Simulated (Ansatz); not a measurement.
**Equation of state of phosphorus, dhcp**

These are results of DFT, RPBE, plane waves (420 eV) with PAW, scalar-relativistic (Ansatz), not measurements. The PAW files were generated under PBE, with cores re-solved for the functional.

The cell is scaled uniformly from the relaxed one, with fractional coordinates and shape fixed. Energies are extrapolated to zero smearing, pressures are those at the given smearing. Magnetic state: spin not included.

| V (Å³/atom) | E − E₀ (meV/atom) | P (GPa) |
| --- | --- | --- |
| 13.166 | 67.7 | 13.87 |
| 13.764 | 27.2 | 8.20 |
| 14.362 | 5.8 | 3.57 |
| 14.961 | 0.0 | -0.22 |
| 15.559 | 7.1 | -3.31 |
| 16.158 | 24.6 | -5.85 |
| 16.756 | 50.8 | -7.92 |

Problem. Fit a third-order Birch-Murnaghan equation.

Solution. V₀ = 14.91 Å³/atom, B₀ = 87 GPa, B₀′ = 4.0.
